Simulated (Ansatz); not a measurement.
Predict the output of the script below (the Ansatz DFT code, driven from Python).

`mno.extxyz`
```text
2
Lattice="0.02909 2.19266 2.21458 2.23208 -0.02197 2.26564 2.21395 2.22559 -0.00384" Properties=species:S:1:pos:R:3:initial_magmoms:R:1 pbc="T T T"
Mn    2.30822220    2.15486195    4.38541297  2.80
O     2.27285874    2.13001893    2.23096230  0.00
```

`scf_mno.py`:
```python
"""SCF run for MnO, atoms off their sites."""

from pathlib import Path
import warnings

import ansatz as az
import numpy as np

config = {
    "filling": "Fermi-Dirac",
    "sigma": 0.01,
    "scf_tol": 1e-09,
}

warnings.simplefilter("ignore", az.DeckWarning)

cell = az.Crystal.from_extxyz("mno.extxyz")

# functional, basis and sampling
setup = (
    cell.calculation()
    .occupations(config["filling"], width=config["sigma"])  # smearing steadies the SCF of a metal
    .scf(tolerance=config["scf_tol"])
    .spin(az.SpinTreatment.COLLINEAR)  # spin-polarised run
    .basis(39 * az.Ry, density_ratio=8)
    .functional(exchange="b88", correlation="lda")
    .kpoints(5)
    .density()  # keep the density on its grid
    .potential()  # keep the local potentials
    .electron_localization_function()
    .output_files(volumetric_format="npy")
)
session = setup.session()
planned = session.plan(threads=1)
out = planned.execute()
report = out.report

n_atoms = len(report["lattice"]["sites"])
print("F =", round(report["free_energy_ev"], 4), "eV for", n_atoms, "atoms")
print("E(sigma -> 0) =", round(report["energy_sigma0_ev"], 4), "eV, TS =", round(report["entropy_ts_ev"], 5), "eV")
print("closed by", report["closed_by"], "after", report["n_iterations"], "iterations")

folder = Path(out.write_results("fields"))
print("densities in e/A^3, potentials in eV, ELF without unit")
for name in sorted(p.name for p in folder.glob("*.npy")):
    field = np.load(folder / name)
    print(f"{name:16s} {str(field.shape):16s} min {field.min():10.4f}  mean {field.mean():10.4f}  max {field.max():10.4f}")

print(f"net moment {report['magnetization_mub']:.3f} muB, absolute {report['absolute_magnetization_mub']:.3f} muB")
for index, (site, m) in enumerate(zip(out.lattice.sites, report["site_moments_mub"])):
    print(f"  {index:2d} {site.symbol:2s} {m:7.3f}")
```

```console
$ python scf_mno.py
F = -4508.7096 eV for 2 atoms
E(sigma -> 0) = -4508.7093 eV, TS = 0.00049 eV
closed by deck_thresholds after 13 iterations
densities in e/A^3, potentials in eV, ELF without unit
elf.npy          (36, 36, 36)     min     0.0398  mean     0.2903  max     0.9040
elf_dn.npy       (36, 36, 36)     min     0.0161  mean     0.3234  max     0.9075
elf_up.npy       (36, 36, 36)     min     0.0400  mean     0.2716  max     0.9006
rho.npy          (36, 36, 36)     min     0.0564  mean     0.9554  max    28.5778
rho_spin.npy     (36, 36, 36)     min     0.0037  mean     0.2231  max     9.2676
v_es.npy         (36, 36, 36)     min   -47.3345  mean     5.4623  max    14.8769
v_tot_dn.npy     (36, 36, 36)     min   -74.4635  mean    -5.2159  max    11.9846
v_tot_up.npy     (36, 36, 36)     min   -74.5676  mean    -6.2055  max    11.6229
net moment 4.904 muB, absolute 4.904 muB
   0 Mn   4.080
   1 O    0.264
```

What to keep in mind:
- These settings explore the input space; cutoff and mesh may be short of convergence.
- The magnetic order follows from the starting moments and needn't be the lowest.
- For a metal this mesh is far too coarse, so the numbers only illustrate the procedure.
- With one magnetic atom the cell can hold only ferromagnetic order.
- Without a Hubbard U or exact exchange, semilocal functionals often make such 3d compounds metallic or too weakly gapped.
- Grid values close to the nuclei reflect the PAW or pseudopotential construction, not the all-electron fields.
- The cell is a database structure, distorted on purpose.
- The whole script took 10 s on 1 thread of Arm Neoverse V2 (shared host), peak memory 0.46 GiB.

(Lines on the test bed's own set-up are left out of the output.)
